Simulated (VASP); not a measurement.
Runs of VASP 6.6.1 on BN. It takes space group F-43m (No. 216, cubic). Conventional cell: a = 3.626 Å, b = 3.626 Å, c = 3.626 Å, α = 90.00°, β = 90.00°, γ = 90.00°. Around N (site symmetry -43m) lie 4 B at 1.57 Å. B (site symmetry -43m) is surrounded by 4 N at 1.57 Å. The cell is a database's computed one.

```csv
task,level,potentials or basis,spin,cell,cutoff (eV),smearing,gap on the mesh (eV),pressure (GPa),relaxed volume (Å³/atom)
relaxation of cell and atoms,PBE,"VASP PAW PBE potentials, release 64 (N, B)",off,relaxed,600,fermi-dirac 0.05 eV,4.52,0.0,5.95
relaxation of cell and atoms,PBE,"VASP PAW PBE potentials, release 64 (N, B)",off,relaxed,580,fermi-dirac 0.05 eV,4.52,0.0,5.95
band structure,PBE,"VASP PAW PBE potentials, release 64 (N_GW, B_GW)",off,as given,600,fermi-dirac 0.05 eV,4.53,-0.5,-
single point,PBE,"VASP PAW PBE potentials, release 64 (N, B)",off,as given,520,gaussian 0.02 eV,4.52,-0.2,-
relaxation of cell and atoms,PBE,"VASP PAW PBE potentials, release 64 (N_GW, B_GW)",off,relaxed,680,fermi-dirac 0.05 eV,4.53,0.0,5.95
optical spectrum,optB88-vdW,"VASP PAW PBE potentials, release 54 (N, B)","collinear, ferromagnetic start",volume scaled by 1.08,520,fermi-dirac 0.05 eV,(a),-25.4,-
single point,PBE,"VASP PAW PBE potentials, release 64 (N, B)",off,as given,520,gaussian 0.017 eV,4.52,-0.2,-
relaxation of cell and atoms,PBE,"VASP PAW PBE potentials, release 64 (N_GW, B_GW)",off,relaxed,630,fermi-dirac 0.05 eV,4.53,-0.5,-
```

Alike in all rows: k mesh 13 × 13 × 13.

Problem. Fill in the values left out.

Solution. (a) 4.65.

Caveats: an odd mesh through Γ misses points on the zone boundary, where band edges often lie (some runs); spectra need much finer meshes, so this one isn't converged (some runs); independent-particle spectra lack excitons (some runs); the PAW data sets were made with another functional, which shifts forces and pressure a little (some runs); the relaxation stopped at its first step, so nothing moved (some runs).
